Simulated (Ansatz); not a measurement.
BeO:
```cif
data_Be2O2
_chemical_formula_sum 'Be2 O2'
_space_group_name_H-M_alt 'P63mc'
_space_group_IT_number 186
_space_group_name_Hall 'P 6c -2c'
_cell_length_a 2.69026
_cell_length_b 2.69026
_cell_length_c 4.36940
_cell_angle_alpha 90.000
_cell_angle_beta 90.000
_cell_angle_gamma 120.000
loop_
_atom_site_label
_atom_site_type_symbol
_atom_site_symmetry_multiplicity
_atom_site_Wyckoff_symbol
_atom_site_fract_x
_atom_site_fract_y
_atom_site_fract_z
_atom_site_occupancy
Be1 Be 2 b 0.66667 0.33333 0.49990 1
O1 O 2 b 0.33333 0.66667 0.37760 1
```

Relaxed with r²SCAN.

Task: Give the optical modes at the zone centre with their infrared and Raman activity from DFPT, DFT-r²SCAN in the program Ansatz with PAW potentials.

Result: Transverse frequencies, without the LO–TO term; a row sums one degenerate level.

```
ω (cm⁻¹)  degeneracy  IR ((D/Å)²/amu)  Raman (Å⁴/amu)  activity  symmetry
--------  ----------  ---------------  --------------  --------  --------
340                2             0.00               0    silent        E2
696                1            27.83             2.3  IR+Raman        A1
696                2             0.00             1.6     Raman        E2
723                1             0.00               0    silent        B1
736                2            52.27            0.97  IR+Raman        E1
897                1             0.00               0    silent        B1
```

Task: How high does the top mode go among those that the LO–TO term moves?

Result: 1112 cm⁻¹ for q along x, 1112 cm⁻¹ for q along y, 1100 cm⁻¹ for q along z.

Space group P6_3mc (wurtzite). Symmetry was held in the r²SCAN relaxation; phonons on a q-mesh show no instability.

Potentials: the earlier of the program's two PAW sets.
